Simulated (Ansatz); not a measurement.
Write the native input for Ansatz 0.2.0 that does the following.

```yaml
Task: band structure
Functional: LDA
Potentials_or_basis: all-electron LAPW, scalar-relativistic
Cutoff: 233 eV (chosen from the basis error)
Basis_error_allowed: 0.001 eV/atom
k_mesh: 10 × 10 × 6
Occupations: fermi-dirac, width 0.05 eV
Spin: no spin polarisation
```

Ag:

```
Ag
1.0
     2.93000    0.00000    0.00000
    -1.46500    2.53745    0.00000
     0.00000    0.00000    4.79000
Ag
2
Direct
  0.66667 0.33333 0.75000
  0.33333 0.66667 0.25000
```

This isn't the form of Ag at room conditions, which is fcc.

The input as run:

input.yaml

```yaml
crystal:
  lattice:
    - [2.93, 0.0, 0.0]
    - [-1.465, 2.5374544331, 0.0]
    - [0.0, 0.0, 4.79]
  atoms:
    - { symbol: Ag, position: [0.6666666667, 0.3333333333, 0.75] }
    - { symbol: Ag, position: [0.3333333333, 0.6666666667, 0.25] }
kpoints:
  mp_grid: { grid: [10, 10, 6] }
  band_path:
    path:
      - [0.0, 0.0, 0.0]
      - [0.5, 0.0, 0.0]
      - [0.3333333333, 0.3333333333, 0.0]
      - [0.0, 0.0, 0.0]
      - [0.0, 0.0, 0.5]
      - [0.5, 0.0, 0.5]
      - [0.3333333333, 0.3333333333, 0.5]
      - [0.0, 0.0, 0.5]
    npoints: 8
scf:
  occupations: { method: fermi_dirac, width: 0.05 }
hamiltonian:
  xc: lda
  pseudopotentials: { kind: all_electron, lapw: { basis_error: 0.001 } }
output:
  forces: true
  stress: true
  eigenvalues: true
```

Potentials or basis: all-electron LAPW, scalar-relativistic.

Run with:

```bash
$ ansatz run input.yaml --threads 1 --pin off --max-ram 3072MiB --backend cpu --events-out ev --progress --plain --runs-dir out
```

Results of the run:

```
Pressure                : -10.5 GPa
Band gap along the path : none (metal or under the smearing width)
```

Wall time 17 s on 1 thread of Intel(R) Xeon(R) Processor @ 2.70GHz (shared host), peak memory 0.35 GiB.
